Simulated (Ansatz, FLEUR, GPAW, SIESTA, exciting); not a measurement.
# One calculation of C, 5 ways

```
C
1.0
     0.00000    1.78337    1.78337
     1.78337    0.00000    1.78337
     1.78337    1.78337    0.00000
C
2
Cartesian
  2.6751 2.6751 2.6751
  1.7834 1.7834 1.7834
```

Alike in all runs: task band structure; functional BLYP; k mesh 13 × 13 × 13; occupations fermi-dirac, width 0.05 eV; no spin polarisation; no spin-orbit coupling. Pressure is positive in compression and, in plane waves, holds the error of the finite cutoff. Gaps are the smaller of the mesh's and the band path's.

```tsv
program and potentials	plane-wave cutoff (eV)	notes	band gap (eV)	pressure (GPa)
SIESTA, files PseudoDojo sr-pbe-0.4.1-standard, DZP (energy shift 0.003 Ry)	-	atomic basis; potentials made for PBE	4.52	24.75
exciting, all-electron LAPW+lo, shipped species files, valence relativity iora*	-	-	4.46	-
FLEUR, all-electron, FLAPW	-	-	4.45	-
GPAW, PAW data sets generated for this functional	800	-	4.44	10.60
Ansatz, all-electron LAPW, scalar-relativistic	-	-	4.45	11.24
```

The band gap spans 4.44 (GPAW, PAW data sets generated for this functional) to 4.52 eV (SIESTA, files PseudoDojo sr-pbe-0.4.1-standard, DZP (energy shift 0.003 Ry)), with all-electron results at 4.45 to 4.46. The pressure spans 10.60 (GPAW, PAW data sets generated for this functional) to 24.75 GPa (SIESTA, files PseudoDojo sr-pbe-0.4.1-standard, DZP (energy shift 0.003 Ry)), with all-electron results at 11.24. The cell lies far from this level's equilibrium. The paths' points differ, which is worth about 0.01 eV. Rows in atomic bases carry the error of their basis and grid, which can be large.

The functional is the same throughout but for its coding, so the spread measures potentials, basis and numerics; runs on potential files found faulty are left out.
